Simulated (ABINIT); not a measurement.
Runs of ABINIT 10.8.3 (patched build) on CoO. The structure is cubic, space group Fm-3m (No. 225). The conventional cell has a = 4.263 Å, b = 4.263 Å, c = 4.263 Å, α = 90.00°, β = 90.00°, γ = 90.00°. Co (site symmetry m-3m) is surrounded by 6 O at 2.13 Å. O (site symmetry m-3m) has 6 Co at 2.13 Å as nearest neighbours. 

```csv
task,level,potentials or basis,spin,U,k mesh,cutoff (eV),fine-grid cutoff,double counting (usepawu),k mesh for the DOS,mesh quality,gap on the mesh (eV),pressure (GPa),moment (μB)
single point,PBEsol,JTH PAW PBE v2.0,"collinear, ferromagnetic start",-,11 × 11 × 11,707,1306.15 eV,-,-,not flagged,none,-11.0,(c)
projected density of states,LDA+U,JTH PAW PBE v2.0,"collinear, ferromagnetic start",Co d U = 0 eV,9 × 9 × 9,707,1306.15 eV,1,13 × 13 × 13,not flagged,none,-19.3,2.85
single point,PBE,JTH PAW PBE v2.0,"collinear, random start",-,6 × 6 × 6,707,1306.15 eV,-,-,coarse,none,-3.6,2.80
single point,PBEsol,PseudoDojo NC SR PBEsol v0.4.1 standard,"collinear, ferromagnetic start",-,11 × 11 × 11,1306,-,-,-,not flagged,none,-11.1,(a)
single point,PBE,JTH PAW PBE v2.0,off,-,6 × 6 × 6,707,1306.15 eV,-,-,coarse,none,-20.0,-
projected density of states,LDA+U,JTH PAW PBE v2.0,"collinear, ferromagnetic start",Co d U = 4 eV,9 × 9 × 9,707,1306.15 eV,1,13 × 13 × 13,not flagged,none,-15.9,3.00
single point,PBEsol,PseudoDojo NC SR PBEsol v0.4 stringent,"collinear, ferromagnetic start",-,11 × 11 × 11,1415,-,-,-,not flagged,none,-11.2,(b)
projected density of states,LDA+U,JTH PAW PBE v2.0,"collinear, ferromagnetic start",Co d U = 2 eV,9 × 9 × 9,707,1306.15 eV,1,13 × 13 × 13,not flagged,none,-16.8,3.00
```

Alike in all rows: cell as given; smearing fermi-dirac 0.05 eV.

Task: Estimate the missing entries.

Result: (a) 2.98; (b) 2.97; (c) 2.95.

Caveats: some runs use coarse meshes; a cell with one magnetic atom can't hold antiferromagnetic order, which such compounds often take (some runs); semilocal functionals often make such compounds metallic where correlation or magnetic order opens a gap, which also shifts bond lengths (some runs); the PAW data sets were made with another functional, which shifts forces and pressure a little (some runs); an odd number of electrons without spin polarisation forces a metal (some runs); a magnetic or distorted state may lie lower (some runs).

A gap of «none» marks a metal or a gap under the smearing width.
